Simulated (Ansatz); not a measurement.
Rock-salt LiI, treated with revPBE in Ansatz (PAW).

Run with plane-wave cutoff 520 eV, 10×10×10 k mesh, Fermi–Dirac smearing 0.01 eV, scalar-relativistic PAW data made under PBE.

Equation-of-state points:

```
V (Å³/atom)  E − E_lowest (meV/atom)
-----------  -----------------------
27.043                          6.08
27.618                          2.60
28.193                          0.62
28.769                          0.00
29.344                          0.59
29.919                          2.26
30.495                          4.90
```

Problem. Estimate the bulk modulus and its pressure derivative from these points.

Solution. V0 = 28.767 Å³/atom, B0 = 16.8 GPa, B′ = 4.5 (fit to the energies at full precision).

Measured, for comparison: bulk modulus 24 GPa (0 K, extrapolated to 0 K; as tabulated in Doll and Stoll (1998), arXiv:cond-mat/9801031). Computed (rounded) less measured: bulk modulus -30 %.

Spin–orbit coupling is not included.

Computed values are for the static lattice.

Ansatz is a quantum-chemistry and plane-wave program.
